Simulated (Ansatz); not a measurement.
⁶⁵Cu NMR of the central transition in Cu2O

Cell: a structure deposited in the COD whose atoms were relaxed with PBE, the cell held.

Space group Pn-3m:1 (No. 224); a = 4.2600 Å.

| site | Wyckoff | site symmetry | x | y | z |
| --- | --- | --- | --- | --- | --- |
| Cu | 4b | .-3m | 0.2500 | 0.2500 | 0.2500 |
| O | 2a | -43m | 0.0000 | 0.0000 | 0.0000 |

One atom of each set is listed.

Computed with Ansatz: DFT, r2SCAN, plane waves and PAW, scalar-relativistic, 500 eV cutoff, Γ-centred 7×7×7 k-points, Fermi–Dirac smearing 0.02 eV.

⁶⁵Cu has I = 3/2 and Q = -204.0 mb (Pyykkö 2018); at 18.8 T its Larmor frequency is ν₀ = 227.5 MHz. Only the quadrupole interaction is simulated: positions count from each site's isotropic chemical shift, and shift anisotropy, dipolar and J coupling are left out.

Q: Simulate the second-order pattern (static powder, Gaussian broadening 30 kHz) of site Cu (2 O at 1.84 Å, angle 180°).

A: The calculation gives C_Q = 38.7 MHz and η = 0.00, so ν_Q = 19.3 MHz and the centre of gravity lies at -723 ppm (-164 kHz).

| offset (kHz) | height |
| --- | --- |
| -595.9 | 1 |
| -554.5 | 85 |
| -513.1 | 100 |
| -471.7 | 63 |
| -430.3 | 51 |
| -388.9 | 44 |
| -347.5 | 40 |
| -306.1 | 38 |
| -264.8 | 36 |
| -223.4 | 35 |
| -182.0 | 33 |
| -140.6 | 33 |
| -99.2 | 33 |
| -57.8 | 32 |
| -16.4 | 32 |
| 25.0 | 26 |
| 66.4 | 27 |
| 107.8 | 29 |
| 149.1 | 31 |
| 190.5 | 36 |
| 231.9 | 44 |
| 273.3 | 71 |
| 314.7 | 60 |
| 356.1 | 1 |

An axis of threefold or higher order runs through Cu, so V_zz lies along it and η is zero.

Semilocal functionals underestimate gradients at Cu(I) with two or three neighbours, in Cu₂O by a fifth to nearly a half.

Hardware: 4 threads of AMD EPYC 9R45 (Zen 5) (x86_64; 16 cores open to the job, memory cap 8.0 GiB, no GPU), a shared host with a load of 0.4 a core. Wall time 1.6 s, CPU time 4.5 s, peak memory 0.67 GiB.
